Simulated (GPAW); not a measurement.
# BN (F-43m) in GPAW: notebook, part 2 of 2

GPAW 26.7.0. The steps go on from the part before.

### 3 Equation of state, r2SCAN+D4

run.py reads:

```python
from ase.calculators.mixing import SumCalculator
from ase.eos import EquationOfState
from ase.io import Trajectory, read
from ase.units import GPa
from dftd4.ase import DFTD4
from gpaw import GPAW, PW

atoms = read('BN.xyz')

traj = Trajectory('eos.traj', 'w')
volumes, energies = [], []
for x in [0.94, 0.96, 0.98, 1.0, 1.02, 1.04, 1.06]:
    a = atoms.copy()
    a.set_cell(atoms.cell * x**(1 / 3), scale_atoms=True)
    calc = GPAW(mode=PW(800),
                xc='MGGA_X_R2SCAN+MGGA_C_R2SCAN',
                kpts={'size': (10, 10, 10), 'gamma': True},
                occupations={'name': 'fermi-dirac', 'width': 0.05},
                nbands=11,
                convergence={'density': 1e-05, 'energy': 1e-05},
                maxiter=150,
                txt=f'eos-{x:.2f}.txt')
    a.calc = SumCalculator([calc, DFTD4(method='r2scan')])
    energies.append(a.get_potential_energy())
    volumes.append(a.get_volume())
    p = -a.get_stress()[:3].mean() / GPa
    calc.write(f'eos-{x:.2f}.gpw')
    traj.write(a)
    print(f'{x:.2f} {volumes[-1]:10.4f} A^3 {energies[-1]:14.6f} eV {p:9.3f} GPa', flush=True)

v0, e0, B = EquationOfState(volumes, energies, eos='birchmurnaghan').fit()
print(f'V0 = {v0:.4f} A^3, E0 = {e0:.6f} eV, B0 = {B / GPa:.2f} GPa')
```

BN.xyz reads:

```xyz
2
Lattice="0.0000000000 1.8130010000 1.8130010000 1.8130010000 0.0000000000 1.8130010000 1.8130010000 1.8130010000 0.0000000000" Properties=species:S:1:pos:R:3 pbc="T T T"
N      0.9065005000      0.9065005000      0.9065005000
B      0.0000000000      0.0000000000      0.0000000000
```

Potentials or basis: GPAW PAW data sets (gpaw-data 1.2.1), pw.

Started as:

```console
$ OMP_NUM_THREADS=1 python run.py
```

What it wrote:

```text
__  _  _
 | _ |_)|_||  |
 |__||  | ||/\| - 26.7.0

Input parameters:
  mode=PW(ecut=800.0),
  convergence={'density': 1e-05, 'energy': 1e-05},
  kpts=MonkhorstPack(size=(10, 10, 10), gamma=True),
  maxiter=150,
  nbands=11,
  occupations=Occupations(name='fermi-dirac', width=0.05),
  xc=XC(name='MGGA_X_R2SCAN+MGGA_C_R2SCAN')

Diagonalizing LCAO Hamiltonian
Converting LCAO to pw mode

          N
       B

Atoms  # Å, Bohr magnetons
|   | symbol |        x |        y |        z |    initial magnetic moments |
|---|--------|----------|----------|----------|-----------------------------|
| 0 |      N | 0.887995 | 0.887995 | 0.887995 | ( 0.0000,  0.0000,  0.0000) |
| 1 |      B | 0.000000 | 0.000000 | 0.000000 | ( 0.0000,  0.0000,  0.0000) |

Unit cell  # Å
| periodic |        x |        y |        z |  lengths |    angles |
|----------|----------|----------|----------|----------|-----------|
|      yes | 0.000000 | 1.775991 | 1.775991 | 2.511630 | 60.000000 |
|      yes | 1.775991 | 0.000000 | 1.775991 | 2.511630 | 60.000000 |
|      yes | 1.775991 | 1.775991 | 0.000000 | 2.511630 | 60.000000 |

Number of symmetries: 24
Symmetry operations  # r_c * U_cc + t_c -> r_c
|    | kind |            matrix            |
|----|------|------------------------------|
|  0 |  E   |  1, 0, 0,  0, 1, 0,  0, 0, 1 |
|  1 |  σ   |  1, 0, 0,  0, 0, 1,  0, 1, 0 |
|  2 |  σ   |  1, 0,-1,  0, 1,-1,  0, 0,-1 |
|  3 |  C3  |  1, 0,-1,  0, 0,-1,  0, 1,-1 |
|  4 |  C3  |  1,-1, 0,  0,-1, 1,  0,-1, 0 |
|  5 |  σ   |  1,-1, 0,  0,-1, 0,  0,-1, 1 |
|  6 |  σ   |  0, 1, 0,  1, 0, 0,  0, 0, 1 |
|  7 |  C3  |  0, 1, 0,  0, 0, 1,  1, 0, 0 |
|  8 |  C2  |  0, 1,-1,  1, 0,-1,  0, 0,-1 |
[... 143 lines left out ...]
- Maximum integral of absolute [eigenst]ate change: 4e-08 eV^2 / valence electron
maximum number of iterations: 150

SCF iterations
|iter     | |      energy | eigst |  dens |
|---------|-|-------------|-------|-------|
|iter:   1| |  -22.382285 | +0.09 |       |
|iter:   2| |  -19.628039 | -1.45 | -0.74 |
|iter:   3| |  -19.190754 | -1.09 | -0.77 |
|iter:   4| |  -19.172842 | -2.65 | -1.28 |
|iter:   5| |  -19.175209 | -3.09 | -1.65 |
|iter:   6| |  -19.175425 | -5.08 | -2.51 |
|iter:   7| |  -19.175455 | -5.71 | -3.08 |
|iter:   8| |  -19.175456c| -7.12 | -4.07 |
|iter:   9| |  -19.175456c| -7.94c| -4.54 |
|iter:  10| |  -19.175456c| -9.14c| -5.83c|

Converged in 10 steps
Energy contributions relative to reference atoms: (reference = -2151.211071)

Energy contributions:
  Kinetic:          19.713633
  Coulomb:         -17.624517
  Zero:              0.068855
  External:          0.000000
  Xc:              -21.333426
  Entropy:          -0.000000
  Spinorbit:         0.000000
  ----------------------------
  Free energy:     -19.175456
  Extrapolated:    -19.175456

dipole moment: (-7.192653, -7.192653, -7.192653)  # |e|*Ang

Fermi level: 11.772
Eigenvalues  # (at kpt = [0.000, 0.000, 0.000])
| band index |      eig [eV] | occ [0-2] |
|------------|---------------|-----------|
|          0 |       -11.189 |     2.000 |
|          1 |        10.713 |     2.000 |
|          2 |        10.714 |     2.000 |
|          3 |        10.714 |     2.000 |
|          4 |        20.529 |     0.000 |
|          5 |        20.529 |     0.000 |
|          6 |        20.529 |     0.000 |
|          7 |        22.715 |     0.000 |
|          8 |        37.935 |     0.000 |
|          9 |        40.095 |     0.000 |
|         10 |        40.365 |     0.000 |

Gap: 5.067 eV
Transition (v -> c):
  (s=0, k=0, n=3, [0.00, 0.00, 0.00]) -> (s=0, k=41, n=4, [0.50, 0.50, 0.00])
Direct/indirect transitions are different
Direct gap: 9.815 eV
Transition at: (s=0, k=0, n=3, [0.00, 0.00, 0.00])

Stress tensor  # eV/Ang^3
|         x |         y |         z |
|-----------|-----------|-----------|
| -0.121453 |  0.000000 | -0.000000 |
|  0.000000 | -0.121453 | -0.000000 |
| -0.000000 | -0.000000 | -0.121453 |

# Writing to eos-0.94.gpw (mode='')
```

stdout:

```text
0.94    11.2035 A^3     -19.379719 eV    17.104 GPa
0.96    11.4418 A^3     -19.400079 eV     7.725 GPa
0.98    11.6802 A^3     -19.407128 eV    -0.777 GPa
1.00    11.9186 A^3     -19.401859 eV    -8.506 GPa
1.02    12.1569 A^3     -19.385890 eV   -15.513 GPa
1.04    12.3953 A^3     -19.359758 eV   -21.899 GPa
1.06    12.6337 A^3     -19.324682 eV   -27.690 GPa
V0 = 11.6946 A^3, E0 = -19.407098 eV, B0 = 396.90 GPa
```

eos-0.98.txt:

```text
SCF iterations
|iter     | |      energy | eigst |  dens |
|---------|-|-------------|-------|-------|
|iter:   1| |  -22.389400 | +0.08 |       |
|iter:   2| |  -19.639282 | -1.46 | -0.74 |
|iter:   3| |  -19.220791 | -1.12 | -0.78 |
|iter:   4| |  -19.206627 | -2.66 | -1.30 |
|iter:   5| |  -19.209533 | -3.12 | -1.66 |
[... 41 lines left out ...]
  (s=0, k=0, n=3, [0.00, 0.00, 0.00]) -> (s=0, k=41, n=4, [0.50, 0.50, 0.00])
Direct/indirect transitions are different
Direct gap: 9.606 eV
Transition at: (s=0, k=0, n=3, [0.00, 0.00, 0.00])

Stress tensor  # eV/Ang^3
|         x |         y |         z |
|-----------|-----------|-----------|
| -0.009390 |  0.000000 |  0.000000 |
|  0.000000 | -0.009390 | -0.000000 |
|  0.000000 | -0.000000 | -0.009390 |

# Writing to eos-0.98.gpw (mode='')
```

It took 4 min on 1 thread of Arm Neoverse V1, shared host; peak memory 0.35 GiB.

What came out:

```yaml
Equilibrium_volume: "5.85 Å³/atom (rough: see the caveat)"
Bulk_modulus: 397 GPa (rough)
```

Energy against volume, from the lowest point:
| volume (Å³/atom) | energy (meV/atom) |
| --- | --- |
| 5.602 | 13.70 |
| 5.721 | 3.52 |
| 5.840 | 0.00 |
| 5.959 | 2.63 |
| 6.078 | 10.62 |
| 6.198 | 23.69 |
| 6.317 | 41.22 |

Caveat: the points scatter about the fit; the PAW data sets were made with another functional, which shifts forces and pressure a little.

### 4 Band structure, GLLB-SC

run.py reads:

```python
import spglib
from ase import Atoms
from ase.dft.bandgap import bandgap
from ase.io import read, write
from gpaw import GPAW, PW

atoms = read('BN.cif')
cell, positions, numbers = spglib.find_primitive(
    (atoms.cell[:], atoms.get_scaled_positions(), atoms.numbers), symprec=1e-4)
atoms = Atoms(numbers, cell=cell, scaled_positions=positions, pbc=True)

calc = GPAW(mode=PW(800),
            xc='GLLBSC',
            kpts={'size': (10, 10, 10), 'gamma': True},
            occupations={'name': 'fermi-dirac', 'width': 0.05},
            nbands=11,
            convergence={'density': 1e-05, 'energy': 1e-05},
            maxiter=150,
            txt='gpaw.txt')
atoms.calc = calc
energy = atoms.get_potential_energy()
calc.write('gs.gpw')
write('result.traj', atoms)
print('Fermi level:', round(calc.get_fermi_level(), 4), 'eV')
print(f'Gap: {bandgap(calc)[0]:.4f} eV, direct: {bandgap(calc, direct=True)[0]:.4f} eV')

path = atoms.cell.bandpath('GXWKGLUWLK,UX', npoints=80, eps=1e-4)
bs_calc = calc.fixed_density(kpts=path, symmetry='off', nbands=18,
                             convergence={'bands': 'CBM+6.0', 'eigenstates': 1e-6}, txt='bands.txt')
bs = bs_calc.band_structure()
bs.write('bs.json')
print(f'Gap on the path: {bandgap(bs_calc)[0]:.4f} eV')

homo, lumo = bs_calc.get_homo_lumo()
response = calc.hamiltonian.xc.response
dxc_pot = response.calculate_discontinuity_potential(homo, lumo)
ks_gap, dxc = bs_calc.hamiltonian.xc.response.calculate_discontinuity(dxc_pot)
print(f'Kohn-Sham gap {ks_gap:.4f} eV, discontinuity {dxc:.4f} eV, gap {ks_gap + dxc:.4f} eV')
```

BN.cif reads:

```cif
data_BN
_cell_length_a 3.62600200
_cell_length_b 3.62600200
_cell_length_c 3.62600200
_cell_angle_alpha 90.00000000
_cell_angle_beta 90.00000000
_cell_angle_gamma 90.00000000
_space_group_name_H-M_alt 'F-43m'
_space_group_name_Hall 'F -4 2 3'
_space_group_IT_number 216
loop_
_space_group_symop_operation_xyz
'x,y,z'
'y,-x,-z'
'-x,-y,z'
'-y,x,-z'
'x,-y,-z'
'y,x,z'
'-x,y,-z'
'-y,-x,z'
'z,x,y'
'-z,y,-x'
'z,-x,-y'
'-z,-y,x'
'-z,x,-y'
'z,y,x'
'-z,-x,y'
'z,-y,-x'
'y,z,x'
'-x,-z,y'
'-y,z,-x'
'x,-z,-y'
'-y,-z,x'
'x,z,y'
'y,-z,-x'
'-x,z,-y'
'x,y+1/2,z+1/2'
'y,-x+1/2,-z+1/2'
'-x,-y+1/2,z+1/2'
'-y,x+1/2,-z+1/2'
'x,-y+1/2,-z+1/2'
'y,x+1/2,z+1/2'
'-x,y+1/2,-z+1/2'
'-y,-x+1/2,z+1/2'
'z,x+1/2,y+1/2'
'-z,y+1/2,-x+1/2'
'z,-x+1/2,-y+1/2'
'-z,-y+1/2,x+1/2'
'-z,x+1/2,-y+1/2'
'z,y+1/2,x+1/2'
'-z,-x+1/2,y+1/2'
'z,-y+1/2,-x+1/2'
'y,z+1/2,x+1/2'
'-x,-z+1/2,y+1/2'
'-y,z+1/2,-x+1/2'
'x,-z+1/2,-y+1/2'
'-y,-z+1/2,x+1/2'
'x,z+1/2,y+1/2'
'y,-z+1/2,-x+1/2'
'-x,z+1/2,-y+1/2'
'x+1/2,y,z+1/2'
'y+1/2,-x,-z+1/2'
'-x+1/2,-y,z+1/2'
'-y+1/2,x,-z+1/2'
'x+1/2,-y,-z+1/2'
'y+1/2,x,z+1/2'
'-x+1/2,y,-z+1/2'
'-y+1/2,-x,z+1/2'
'z+1/2,x,y+1/2'
'-z+1/2,y,-x+1/2'
'z+1/2,-x,-y+1/2'
'-z+1/2,-y,x+1/2'
'-z+1/2,x,-y+1/2'
'z+1/2,y,x+1/2'
'-z+1/2,-x,y+1/2'
'z+1/2,-y,-x+1/2'
'y+1/2,z,x+1/2'
'-x+1/2,-z,y+1/2'
'-y+1/2,z,-x+1/2'
'x+1/2,-z,-y+1/2'
'-y+1/2,-z,x+1/2'
'x+1/2,z,y+1/2'
'y+1/2,-z,-x+1/2'
'-x+1/2,z,-y+1/2'
'x+1/2,y+1/2,z'
'y+1/2,-x+1/2,-z'
'-x+1/2,-y+1/2,z'
'-y+1/2,x+1/2,-z'
'x+1/2,-y+1/2,-z'
'y+1/2,x+1/2,z'
'-x+1/2,y+1/2,-z'
'-y+1/2,-x+1/2,z'
'z+1/2,x+1/2,y'
'-z+1/2,y+1/2,-x'
'z+1/2,-x+1/2,-y'
'-z+1/2,-y+1/2,x'
'-z+1/2,x+1/2,-y'
'z+1/2,y+1/2,x'
'-z+1/2,-x+1/2,y'
'z+1/2,-y+1/2,-x'
'y+1/2,z+1/2,x'
'-x+1/2,-z+1/2,y'
'-y+1/2,z+1/2,-x'
'x+1/2,-z+1/2,-y'
'-y+1/2,-z+1/2,x'
'x+1/2,z+1/2,y'
'y+1/2,-z+1/2,-x'
'-x+1/2,z+1/2,-y'
loop_
_atom_site_label
_atom_site_type_symbol
_atom_site_symmetry_multiplicity
_atom_site_Wyckoff_symbol
_atom_site_fract_x
_atom_site_fract_y
_atom_site_fract_z
_atom_site_occupancy
N1 N 4 d 0.2500000000 0.2500000000 0.7500000000 1
B1 B 4 a 0.0000000000 0.0000000000 0.0000000000 1
```

Potentials or basis: the program's PAW data sets (release 1.2.1) made for this functional, pw.

Started as:

```console
$ OMP_NUM_THREADS=1 python run.py
```

Run time: 23 s. Hardware: 1 thread of Arm Neoverse V1, shared host; peak memory 0.17 GiB.

It converged, with:

```
Band gap on the k mesh with the derivative discontinuity : 6.65 eV
Band gap of the Kohn-Sham levels                         : 5.00 eV
Derivative discontinuity                                 : 1.65 eV
```

Levels at the corners of the path, in eV from the valence-band top:
```
point  band 1  band 2  band 3  band 4  band 5  band 6  band 7  band 8
    Γ  -20.27    0.00    0.00    0.00    9.72    9.72    9.72   10.26
    X  -14.94   -8.72   -4.65   -4.65    5.00    9.62   18.79   18.79
    W  -14.68   -7.44   -6.67   -6.13   10.00   14.01   14.88   15.29
    K  -14.89   -7.95   -7.30   -3.85    7.41   13.23   16.63   17.48
    Γ  -20.27    0.00    0.00    0.00    9.72    9.72    9.72   10.26
    L  -16.26  -10.36   -1.81   -1.81   10.29   11.47   11.47   15.77
    U  -14.89   -7.95   -7.30   -3.85    7.41   13.23   16.63   17.48
    W  -14.68   -7.44   -6.67   -6.13   10.00   14.01   14.88   15.29
    L  -16.26  -10.36   -1.81   -1.81   10.29   11.47   11.47   15.77
    K  -14.89   -7.95   -7.30   -3.85    7.41   13.23   16.63   17.48
    U  -14.89   -7.95   -7.30   -3.85    7.41   13.23   16.63   17.48
    X  -14.94   -8.72   -4.65   -4.65    5.00    9.62   18.79   18.79
```

Caveat: the GLLB-SC gap is the Kohn-Sham gap of the path plus the derivative discontinuity; a model potential gives levels but no total energy.

### 5 Summary

```csv
task,level,potentials or basis,k mesh,cutoff (eV),hybrids on these orbitals,oneshot functional,band path,band points,gap on the mesh (eV)
one-shot levels of the hybrid HSE06,PBE,"GPAW PAW data sets (gpaw-data 1.2.1), pw",8 × 8 × 8,600,"["HSE06", "EXX", "HSE03"]",HSE06,-,-,4.44
equation of state,r2SCAN+D4,"GPAW PAW data sets (gpaw-data 1.2.1), pw",10 × 10 × 10,800,-,-,-,-,-
band structure,GLLB-SC,"the program's PAW data sets (release 1.2.1) made for this functional, pw",10 × 10 × 10,800,-,-,"GXWKGLUWLK,UX",80,6.65
```

Alike in all rows: no spin polarisation; cell as given; smearing fermi-dirac 0.05 eV.

Caveats: the cutoff is short for stress and forces, so pressures can be off by a GPa or more (some runs); energy and the plain gap are those of the semilocal run (some runs); the hybrids' values are one shot on its orbitals and mesh (some runs); the points scatter about the fit (some runs); the PAW data sets were made with another functional, which shifts forces and pressure a little (some runs); the GLLB-SC gap is the Kohn-Sham gap of the path plus the derivative discontinuity (some runs); a model potential gives levels but no total energy (some runs).

Total energies depend on the potentials used, so only differences within one code and one set of settings carry meaning.

### 6 How close it comes

Step 2. A measured gap of BN is 6.4 eV (indirect; 300 K; a printed reference work, monograph); the calculated 4.44 eV misses it by -1.96 eV. The value is that of PBE on a finite k mesh, which can miss the band edges, without temperature or zero-point motion. Semilocal functionals fall short of measured gaps as a rule. The cell is a database's relaxed one, not the measured one, which moves gaps too.

Step 4. Measured gap of BN: 6.4 eV (indirect; 300 K; a printed reference work, monograph). This calculation gives 6.65 eV (+0.25 eV). The value is that of GLLB-SC on a finite k mesh, which can miss the band edges, without temperature or zero-point motion. The cell is a database's relaxed one, not the measured one, which moves gaps too.
